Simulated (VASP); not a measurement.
# Sc (P6_3/mmc) in VASP: further runs

The runs below take Sc through relaxation of cell and atoms, with PBEsol.

Everything below comes from runs of VASP 6.6.1. Logs are shortened: lines on timing, memory, paths and dates and some standing lists are left out, and cuts for length are marked.

### 1 Starting point

The structure is hexagonal, space group P6_3/mmc (No. 194). The conventional cell has a = 3.291 Å, b = 3.291 Å, c = 5.333 Å, α = 90.00°, β = 90.00°, γ = 120.00°. Sc (site symmetry -6m2) is surrounded by 12 Sc at 3.27 to 3.29 Å.

### 2 Relaxation of cell and atoms, PBEsol

The input, INCAR:

```
SYSTEM = Sc
ALGO = Fast ; EDIFF = 1E-7
EDIFFG = -0.005 ; ENCUT = 300
GGA = PS ; IBRION = 2
ISIF = 3 ; ISMEAR = 0
LASPH = .TRUE. ; LCHARG = .FALSE.
LREAL = .FALSE. ; LWAVE = .FALSE.
NELM = 80 ; NSW = 90
PREC = Accurate ; SIGMA = 0.1
```

The input, KPOINTS:

```
k-points
0
G
  15 15 8
  0 0 0
```

The input, POSCAR:

```
Sc
1.0
    3.2912249500      0.0000000000      0.0000000000
   -1.6456124800      2.8502844200      0.0000000000
    0.0000000000      0.0000000000      5.3325723900
Sc
2
Direct
    0.3333333300      0.6666666700      0.2500000000
    0.6666666700      0.3333333300      0.7500000000
```

Potentials or basis: VASP PAW PBE potentials, release 64 (Sc_sv).

The run is started by

```sh
cat potpaw_PBE.64/Sc_sv/POTCAR > POTCAR
mpirun -np 1 vasp_std > vasp.out
```

OUTCAR:

```text
SYSTEM = Sc
   EDIFF = 1E-7
   EDIFFG = -0.005
   ENCUT = 300
   GGA = PS
   IBRION = 2
   ISIF = 3
   ISMEAR = 0
   LASPH = .TRUE.
   LREAL = .FALSE.
   NELM = 80
   NSW = 90
   PREC = Accurate

 ion  position               nearest neighbor table
   1  0.333  0.667  0.250-   2 3.27   2 3.27   2 3.27   2 3.27   2 3.27   2 3.27
   2  0.667  0.333  0.750-   1 3.27   1 3.27   1 3.27   1 3.27   1 3.27   1 3.27

  LATTYP: Found a hexagonal cell.
 ALAT       =     3.2912249500
 C/A-ratio  =     1.6202394157

  Lattice vectors:

 A1 = (   3.2912249500,   0.0000000000,   0.0000000000)
 A2 = (  -1.6456124800,   2.8502844200,   0.0000000000)
 A3 = (   0.0000000000,   0.0000000000,   5.3325723900)

Analysis of symmetry for initial positions (statically):
=====================================================================
 Subroutine PRICEL returns:
 Original cell was already a primitive cell.

 Routine SETGRP: Setting up the symmetry group for a
 hexagonal supercell.

 Subroutine GETGRP returns: Found 24 space group operations
 (whereof 12 operations were pure point group operations)
 out of a pool of 24 trial point group operations.

The static configuration has the point symmetry D_3d.
 The point group associated with its full space group is D_6h.

Analysis of symmetry for dynamics (positions and initial velocities):
=====================================================================
 Subroutine PRICEL returns:
 Original cell was already a primitive cell.

 Routine SETGRP: Setting up the symmetry group for a
 hexagonal supercell.

 Subroutine GETGRP returns: Found 24 space group operations
 (whereof 12 operations were pure point group operations)
 out of a pool of 24 trial point group operations.

The dynamic configuration has the point symmetry D_3d.
 The point group associated with its full space group is D_6h.

 Subroutine INISYM returns: Found 24 space group operations
 (whereof 12 operations are pure point group operations),
 and found     1 'primitive' translations

----------------------------------------------------------------------------------------

                                     Primitive cell

  volume of cell :      50.0245

  direct lattice vectors                    reciprocal lattice vectors
     3.291224950  0.000000000  0.000000000     0.303838241  0.175421091  0.000000000
    -1.645612480  2.850284420  0.000000000     0.000000000  0.350842180  0.000000000
     0.000000000  0.000000000  5.332572390     0.000000000  0.000000000  0.187526756

  length of vectors
     3.291224950  3.291224956  5.332572390     0.350842181  0.350842180  0.187526756

  position of ions in fractional coordinates (direct lattice)
     0.333333330  0.666666670  0.250000000
     0.666666670  0.333333330  0.750000000

  ion indices of the primitive-cell ions
   primitive index   ion index
                 1           1
                 2           2

----------------------------------------------------------------------------------------

 KPOINTS: k-points

Automatic generation of k-mesh.
 Grid dimensions read from file:
 generate k-points for:   15   15    8

 Generating k-lattice:

  Cartesian coordinates                     Fractional coordinates (reciprocal lattice)
     0.020255883  0.011694739  0.000000000     0.066666667  0.000000000  0.000000000
     0.000000000  0.023389479  0.000000000     0.000000000  0.066666667  0.000000000
     0.000000000  0.000000000  0.023440844     0.000000000  0.000000000  0.125000000

  Length of vectors
     0.023389479  0.023389479  0.023440844

  Shift w.r.t. Gamma in fractional coordinates (k-lattice)
     0.000000000  0.000000000  0.000000000

 Subroutine IBZKPT returns following result:
 ===========================================

 Found    135 irreducible k-points:

 Following reciprocal coordinates:
            Coordinates               Weight
  0.000000  0.000000  0.000000      1.000000
  0.066667  0.000000  0.000000      6.000000
  0.133333  0.000000  0.000000      6.000000
  0.200000  0.000000  0.000000      6.000000
  0.266667  0.000000  0.000000      6.000000
  0.333333  0.000000  0.000000      6.000000
[... 16 lines left out ...]
  0.333333  0.200000  0.000000     12.000000
  0.400000  0.200000  0.000000      6.000000
 [... further k-points ...]
   k-points           NKPTS =    135   k-points in BZ     NKDIM =    135   number of bands    NBANDS=     15
   number of dos      NEDOS =    301   number of ions     NIONS =      2
   total plane-waves  NPLWV =  12000
   dimension x,y,z NGX =    20 NGY =   20 NGZ =   30
   dimension x,y,z NGXF=    40 NGYF=   40 NGZF=   60
   ions per type =               2
   NGX,Y,Z   is equivalent  to a cutoff of  10.10, 10.10,  9.35 a.u.
   NGXF,Y,Z  is equivalent  to a cutoff of  20.20, 20.20, 18.71 a.u.
 SYSTEM =  Sc
   PREC   = accura    normal or accurate (medium, high low for compatibility)
   ISTART =      0    job   : 0-new  1-cont  2-samecut
   ICHARG =      2    charge: 1-file 2-atom 10-const
   ISPIN  =      1    spin polarized calculation?
   LNONCOLLINEAR =      F non collinear calculations
   LSORBIT =      F    spin-orbit coupling
   LASPH  =      T    aspherical Exc in radial PAW
   ENCUT  =  300.0 eV  22.05 Ry    4.70 a.u.   4.65  4.65  7.53*2*pi/ulx,y,z
   NELM   =     80;   NELMIN=  2; NELMDL= -5     # of ELM steps
   EDIFF  = 0.1E-06   stopping-criterion for ELM
   LREAL  =      F    real-space projection
   EDIFFG = -.5E-02   stopping-criterion for IOM
   NSW    =     90    number of steps for IOM
   IBRION =      2    ionic relax: 0-MD 1-quasi-New 2-CG
   NFREE  =      1    steps in history (QN), initial steepest desc. (CG)
   ISIF   =      3    stress and relaxation
   ISYM   =      2    0-nonsym 1-usesym 2-fastsym
   POTIM  = 0.5000    time-step for ionic-motion
   TEBEG  =    0.0;   TEEND  =   0.0 temperature during run
   PSTRESS=    0.0 pullay stress
   NELECT =      22.0000    total number of electrons
   NUPDOWN=      -1.0000    fix difference up-down
   EMIN   =  10.00;   EMAX   =-10.00  energy-range for DOS
   EFERMI =   0.00;   METHOD = LEGACY
   ISMEAR =     0;   SIGMA  =   0.10  broadening in eV -4-tet -1-fermi 0-gaus
   EFERMI_NEDOS =   21; number of points for ismear=-14 and -15
   IALGO  =     68    algorithm
   IMIX   =      4    mixing-type and parameters
     AMIX     =   0.40;   BMIX     =  1.00
     AMIX_MAG =   1.60;   BMIX_MAG =  1.00
  volume/ion in A,a.u.               =      25.01       168.79
  Fermi-wavevector in a.u.,A,eV,Ry     =   1.244959  2.352630 21.087965  1.549922
  Thomas-Fermi vector in A             =   2.379202
   LORBIT       =      0    0 simple, 1 ext, 2 COOP (PROOUT), +10 PAW based schemes
   GGA     = PS    functional components
   LHFCALC =     F    Hartree Fock is set to
   AEXX    =    0.0000 exact exchange contribution
   IVDW    =     0    specifies the selected vdW correction
   LEPSILON=     F    determine dielectric tensor
   LRPA    =     F    only Hartree local field effects (RPA)
 conjugate gradient relaxation of ions
 non-spin polarized calculation
 RMM-DIIS sequential band-by-band and
 Gauss-broadening in eV      SIGMA  =   0.10
  energy-cutoff  :      300.00
  volume of cell :       50.02
 maximum number of plane-waves:       604
 NGX is ok and might be reduce to    20
   NGX =  9   NGY =  9   NGZ = 15

--------------------------------------- Ionic step        1  -------------------------------------------

 number of electron      22.0000012 magnetization

 Free energy of the ion-electron system (eV)
  ---------------------------------------------------
  ext. energy  EPLUGINS =         0.00000000
  ---------------------------------------------------
  free energy    TOTEN  =       -13.18469841 eV

  energy without entropy =      -13.16196185  energy(sigma->0) =      -13.17333013

 E-fermi :   3.5007     XC(G=0):  -9.9315

 val. band max:        3.5006485349   @ k =   0.2667   0.2000   0.3750
 cond. band min:       3.5103503808   @ k =   0.4000   0.2000   0.3750
 fundamental gap:      0.0097018459
 Fermi energy:         3.5007144360

 k-point     1 :       0.0000    0.0000    0.0000
  band No.  band energies     occupation
      1     -45.7377      2.00000
      2     -45.6793      2.00000
      3     -24.6381      2.00000
      4     -24.3135      2.00000
      5     -24.3135      2.00000
      6     -24.2611      2.00000
      7     -24.2611      2.00000
      8     -24.2526      2.00000
      9      -1.6199      2.00000
     10       1.7905      2.00000
     11       3.8144      0.00001
     12       5.0976      0.00000
     13       5.1001      0.00000
     14       5.1083      0.00000
     15       5.4832      0.00000
[... 397 lines left out ...]
 k-point    24 :       0.4000    0.2000    0.0000
  band No.  band energies     occupation
      1     -45.6754      2.00000
      2     -45.6636      2.00000
      3     -24.5679      2.00000
      4     -24.5077      2.00000
      5     -24.4504      2.00000
      6     -24.4413      2.00000
      7     -24.3729      2.00000
      8     -24.3635      2.00000
      9       2.3846      2.00000
     10       2.7831      2.00000
     11       2.9629      2.00000
     12       3.1209      2.00000
     13       4.5582      0.00000
     14       4.6189      0.00000
     15       5.3172      0.00000

 [... further k-points ...]
[... 5 lines left out ...]
  --------------------------------------------------------------------------------------
  -------------------------------------------------------------------------------------
  Total       -0.7209755     -0.7209755     -1.6160488      0.0000000      0.0000000      0.0000000
  in kB      -23.0913108    -23.0913108    -51.7586016      0.0000000      0.0000000      0.0000000
  external PRESSURE =     -32.6470744 kB  Pullay stress =       0.0000000 kB
[... 201 lines left out ...]
  energy  without entropy=      -13.2126828996  energy(sigma->0) =      -13.22211164

--------------------------------------- Ionic step        7  -------------------------------------------

 number of electron      21.9999979 magnetization

 Free energy of the ion-electron system (eV)
  ---------------------------------------------------
  ext. energy  EPLUGINS =         0.00000000
  ---------------------------------------------------
  free energy    TOTEN  =       -13.23154601 eV

  energy without entropy =      -13.21264905  energy(sigma->0) =      -13.22209753

 E-fermi :   3.8657     XC(G=0): -10.1939

 val. band max:        3.8597340542   @ k =   0.4000   0.2000   0.3750
 cond. band min:       3.8804951912   @ k =   0.4000   0.2000   0.3750
 fundamental gap:      0.0207611370
 Fermi energy:         3.8656961563

 k-point     1 :       0.0000    0.0000    0.0000
  band No.  band energies     occupation
      1     -45.1981      2.00000
      2     -45.1069      2.00000
      3     -24.1793      2.00000
      4     -23.7688      2.00000
      5     -23.7688      2.00000
      6     -23.6880      2.00000
      7     -23.6880      2.00000
      8     -23.6534      2.00000
      9      -1.3605      2.00000
     10       2.1591      2.00000
     11       4.6366      0.00000
     12       5.5096      0.00000
     13       5.5096      0.00000
     14       5.8164      0.00000
     15       6.0000      0.00000
[... 397 lines left out ...]
 k-point    24 :       0.4000    0.2000    0.0000
  band No.  band energies     occupation
      1     -45.1185      2.00000
      2     -45.1002      2.00000
      3     -24.0496      2.00000
      4     -23.9593      2.00000
      5     -23.9234      2.00000
      6     -23.9190      2.00000
      7     -23.8175      2.00000
      8     -23.8020      2.00000
      9       2.6643      2.00000
     10       3.0756      2.00000
     11       3.2422      2.00000
     12       3.3860      2.00000
     13       4.9847      0.00000
     14       5.0938      0.00000
     15       5.9701      0.00000

 [... further k-points ...]
[... 5 lines left out ...]
  --------------------------------------------------------------------------------------
  -------------------------------------------------------------------------------------
  Total       -0.0051155     -0.0051155      0.0005213      0.0000000      0.0000000     -0.0000000
  in kB       -0.1746853     -0.1746853      0.0178017      0.0000000      0.0000000     -0.0000000
  external PRESSURE =      -0.1105230 kB  Pullay stress =       0.0000000 kB
[... 17 lines left out ...]
  FREE ENERGIE OF THE ION-ELECTRON SYSTEM (eV)
  ---------------------------------------------------
  free  energy   TOTEN  =       -13.2315460113 eV

  energy  without entropy=      -13.2126490508  energy(sigma->0) =      -13.22209753

 reached required accuracy - stopping structural energy minimisation
```

Run time: 1.9 min. Hardware: 1 thread of Intel Xeon 6975P-C (Granite Rapids), shared host; peak memory 0.16 GiB.

Results:

```
Free energy                            : -13.2315 eV
Relaxed volume                         : 23.46 Å³/atom
Relaxed cell                           : a = 3.269 Å, b = 3.269 Å, c = 5.071 Å, α = 90.00°, β = 90.00°, γ = 120.00°
Space group after relaxing (to 0.05 Å) : P6_3/mmc (No. 194)
Energy gained by relaxing              : 23.4 meV/atom
Ionic steps                            : 7
Pressure after relaxing                : 0.0 GPa
Band gap on the k mesh                 : none (metal or under the smearing width)
```

Step by step:
```tsv
step	energy change (eV)	largest force (eV/Å)	pressure (GPa)	volume (Å³)
1	0.0000	0.0000	-3.26	50.02
2	-0.0421	0.0000	0.70	46.42
3	-0.0423	0.0000	0.37	46.67
4	-0.0463	0.0000	0.15	46.80
5	-0.0468	0.0000	0.05	46.87
6	-0.0468	0.0000	0.04	46.88
7	-0.0468	0.0000	-0.01	46.92
```

Final structure:
```cif
data_structure
_symmetry_space_group_name_H-M 'P 1'
_symmetry_Int_Tables_number 1
_cell_length_a 3.2686
_cell_length_b 3.2686
_cell_length_c 5.0708
_cell_angle_alpha 90.000
_cell_angle_beta 90.000
_cell_angle_gamma 120.000
_cell_volume 46.92
loop_
_atom_site_label
_atom_site_type_symbol
_atom_site_fract_x
_atom_site_fract_y
_atom_site_fract_z
_atom_site_occupancy
Sc1 Sc 0.33333 0.66667 0.25000 1
Sc2 Sc 0.66667 0.33333 0.75000 1
```

Caveat: the PAW data sets were made with another functional, which shifts forces and pressure a little.

### 3 Relaxation of cell and atoms, PBEsol

INCAR: that of step 2 with these lines changed.

```diff
@@ -2,3 +2,3 @@
 ALGO = Fast ; EDIFF = 1E-7
-EDIFFG = -0.005 ; ENCUT = 300
+EDIFFG = -0.005 ; ENCUT = 600
 GGA = PS ; IBRION = 2
```

The input, KPOINTS:

```
k-points
0
G
  6 6 4
  0 0 0
```

POSCAR is that of step 2.

Potentials or basis: VASP PAW PBE potentials, release 64 (Sc_sv).

The run is started by

```sh
cat potpaw_PBE.64/Sc_sv/POTCAR > POTCAR
mpirun -np 1 vasp_std > vasp.out
```

OUTCAR:

```text
SYSTEM = Sc
   EDIFF = 1E-7
   EDIFFG = -0.005
   ENCUT = 600
   GGA = PS
   IBRION = 2
   ISIF = 3
   ISMEAR = 0
   LASPH = .TRUE.
   LREAL = .FALSE.
   NELM = 80
   NSW = 90
   PREC = Accurate

 ion  position               nearest neighbor table
   1  0.333  0.667  0.250-   2 3.27   2 3.27   2 3.27   2 3.27   2 3.27   2 3.27
   2  0.667  0.333  0.750-   1 3.27   1 3.27   1 3.27   1 3.27   1 3.27   1 3.27

  LATTYP: Found a hexagonal cell.
 ALAT       =     3.2912249500
 C/A-ratio  =     1.6202394157

  Lattice vectors:

 A1 = (   3.2912249500,   0.0000000000,   0.0000000000)
 A2 = (  -1.6456124800,   2.8502844200,   0.0000000000)
 A3 = (   0.0000000000,   0.0000000000,   5.3325723900)

Analysis of symmetry for initial positions (statically):
=====================================================================
 Subroutine PRICEL returns:
 Original cell was already a primitive cell.

 Routine SETGRP: Setting up the symmetry group for a
[... 193 lines left out ...]
     13       5.0877      0.00000
     14       5.1083      0.00000
[... 574 lines left out ...]
--------------------------------------- Ionic step        7  -------------------------------------------

 number of electron      21.9999999 magnetization

 Free energy of the ion-electron system (eV)
  ---------------------------------------------------
  ext. energy  EPLUGINS =         0.00000000
  ---------------------------------------------------
  free energy    TOTEN  =       -13.24040883 eV

  energy without entropy =      -13.23100339  energy(sigma->0) =      -13.23570611

 E-fermi :   3.8360     XC(G=0): -10.1638

 val. band max:        3.7385646202   @ k =   0.3333   0.1667   0.2500
 cond. band min:       3.8535588793   @ k =   0.3333   0.0000   0.0000
 fundamental gap:      0.1149942591
 Fermi energy:         3.8360083773

 k-point     1 :       0.0000    0.0000    0.0000
  band No.  band energies     occupation
      1     -45.2770      2.00000
      2     -45.1863      2.00000
      3     -24.2340      2.00000
      4     -23.8486      2.00000
      5     -23.8486      2.00000
      6     -23.7666      2.00000
      7     -23.7666      2.00000
      8     -23.7120      2.00000
      9      -1.3904      2.00000
     10       2.1348      2.00000
     11       4.6376      0.00000
     12       5.4386      0.00000
     13       5.4386      0.00000
     14       5.8059      0.00000
[... 388 lines left out ...]
  FREE ENERGIE OF THE ION-ELECTRON SYSTEM (eV)
  ---------------------------------------------------
  free  energy   TOTEN  =       -13.2404088311 eV

  energy  without entropy=      -13.2310033890  energy(sigma->0) =      -13.23570611

 reached required accuracy - stopping structural energy minimisation
```

Run time: 58 s. Hardware: 1 thread of Intel Xeon 6975P-C (Granite Rapids), shared host; peak memory 0.2 GiB.

Results:

* Free energy: -13.2404 eV
* Relaxed volume: 23.63 Å³/atom
* Relaxed cell: a = 3.285 Å, b = 3.285 Å, c = 5.057 Å, α = 90.00°, β = 90.00°, γ = 120.00°
* Space group after relaxing (to 0.05 Å): P6_3/mmc (No. 194)
* Energy gained by relaxing: 23.3 meV/atom
* Ionic steps: 7
* Pressure after relaxing: 0.0 GPa
* Band gap on the k mesh: none (metal or under the smearing width)

The path:
```
step  energy change (eV)  largest force (eV/Å)  pressure (GPa)  volume (Å³)
   1              0.0000                0.0000           -2.83        50.02
   2             -0.0383                0.0000            0.56        46.88
   3             -0.0383                0.0000            0.63        46.81
   4             -0.0460                0.0000            0.44        46.92
   5             -0.0462                0.0000            0.40        46.94
   6             -0.0466                0.0000           -0.12        47.35
   7             -0.0466                0.0000            0.00        47.25
```

Final structure:
```
Sc
1.0
     3.28483    0.00000    0.00000
    -1.64242    2.84475    0.00000
     0.00000    0.00000    5.05670
Sc
2
Direct
  0.33333 0.66667 0.25000
  0.66667 0.33333 0.75000
```

Caveat: the k mesh is coarse (spacing up to 0.37 Å⁻¹), so the values aren't converged; the PAW data sets were made with another functional, which shifts forces and pressure a little.
